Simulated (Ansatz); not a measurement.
# Bi under changes of volume

One of the cells (34.327 Å³/atom); the others are scaled copies at fixed shape and fractional positions:

```xyz
4
Lattice="4.6584 0.0000 0.0000 0.0000 4.5264 0.0000 -0.3460 0.0000 6.5119" Properties=species:S:1:pos:R:3 pbc="T T T"
Bi    0.9120    1.1316    4.8757
Bi    3.4005    3.3948    1.6362
Bi    1.0780    1.1316    1.6207
Bi    3.2345    3.3948    4.8913
```

| Item | Value |
| --- | --- |
| Program | Ansatz 0.2.0 |
| Functional | PBEsol |
| Potentials or basis | all-electron LAPW, scalar-relativistic |
| Cutoff | 185 eV (chosen from the basis error) |
| Basis error allowed | 0.001 eV/atom |
| k mesh | 6 × 6 × 4 |
| Occupations | fermi-dirac, width 0.05 eV |
| Spin | no spin polarisation |

```csv
volume (Å³/atom),energy over the lowest point (meV/atom),pressure (GPa),largest force (eV/Å)
32.268,6.71,2.0,0.010
32.954,0.80,0.8,0.006
33.641,0.00,-0.3,0.004
34.327,3.74,-1.3,0.003
35.014,11.52,-2.2,0.004
35.700,22.91,-3.0,0.006
36.387,?,?,?
```

What does the run at 36.387 Å³/atom give?

Energy over the lowest point 37.49 meV/atom; pressure -3.7 GPa; largest force 0.008 eV/Å.

Worked out: A Birch-Murnaghan fit of order 3 (a polynomial in V^(-2/3)) to the other rows has its minimum at 33.41 Å³/atom with B0 = V·E''(V) = 54 GPa and B' = 4.7 at fixed shape and positions, which overstates the stiffness. It gives 37.52 meV/atom at 36.387 Å³/atom, against the run's 37.49, and -dE/dV = -3.8 GPa, against -3.7.

Energies are extrapolated to zero smearing.
